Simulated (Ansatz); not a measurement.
Runs of Ansatz 0.2.0 on NbP. It takes space group I4_1md (No. 109, tetragonal). Conventional cell: a = 3.350 Å, b = 3.350 Å, c = 11.480 Å, α = 90.00°, β = 90.00°, γ = 90.00°. Nb (site symmetry 2mm) has 6 P at 2.55 Å as nearest neighbours. P (site symmetry 2mm) is surrounded by 6 Nb at 2.55 Å. The cell is a database's computed one.

```tsv
task	potentials or basis	spin	cell	k mesh	cutoff (eV)	smearing	basis error allowed	gap on the mesh (eV)	pressure (GPa)	largest force (eV/Å)
phonons	all-electron LAPW, scalar-relativistic	off	as given	11 × 11 × 11	223	fermi-dirac 0.05 eV	0.002 eV/atom	none	-	0.02
density of states	all-electron PAW datasets made for the crystal	off	as given	11 × 11 × 11	240	fermi-dirac 0.05 eV	-	none	-6.4	0.02
band structure	all-electron LAPW, scalar-relativistic	off	as given	8 × 8 × 8	207	fermi-dirac 0.05 eV	0.002 eV/atom	-	-6.3	0.02
single point	all-electron LAPW, scalar-relativistic	off	as given	7 × 7 × 7	207	fermi-dirac 0.03 eV	0.002 eV/atom	(a)	-6.3	0.03
band structure	all-electron LAPW, relativistic spinors	SOC, no magnetisation	as given	8 × 8 × 8	210	fermi-dirac 0.05 eV	0.002 eV/atom	-	-6.3	0.02
band structure	all-electron LAPW, scalar-relativistic	off	strain_xy = 0	11 × 11 × 11	207	fermi-dirac 0.05 eV	0.002 eV/atom	-	-6.4	0.02
```

Alike in all rows: level PBEsol.

Task: Estimate the missing entries.

Result: (a) 0.05.

Caveats: the k mesh is thin for a metal, which can move the energy by tens of meV per atom (some runs); a metal's response needs a denser mesh (some runs); the program warned that the printed levels may be off, so bands, gaps and densities of states are rough (some runs); an odd mesh through Γ misses points on the zone boundary, where band edges often lie (some runs).

A k mesh can miss the band edges, and rows without SOC leave out spin-orbit coupling on Nb.

A gap of «none» marks a metal or a gap under the smearing width.

The runs don't all hold the same shells in valence.
